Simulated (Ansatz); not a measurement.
All-electron card of Cl

```
CELL_PARAMETERS angstrom
0.00000 3.23585 3.23585
3.23585 0.00000 3.23585
3.23585 3.23585 0.00000
ATOMIC_POSITIONS crystal
Cl 0.00000 0.00000 0.00000
Cl 0.25000 0.25000 0.25000
```

Atoms are numbered in the order listed.

The structure comes from a relaxation in the same program, started in the diamond type, and has space group Fd-3m. Whether it is a known phase or the ground state wasn't checked.

Computed with Ansatz 0.2.0, DFT, PBE, all-electron LAPW, scalar-relativistic.

Settings: a Γ-centred 14×14×14 k mesh, Fermi–Dirac smearing of 0.08 eV, basis error target 1 meV/atom, no spin polarisation.

```
Volume per atom       : 33.88 Å³
Pressure at this cell : 0.01 GPa
```

(1) Give the computed value. Density of states at the Fermi level (0.2 eV bin).

(2) Band gap: what does the calculation give?

Answers

(1) 5.36 states/eV per cell.

(2) none: bands cross the Fermi level, a metal.
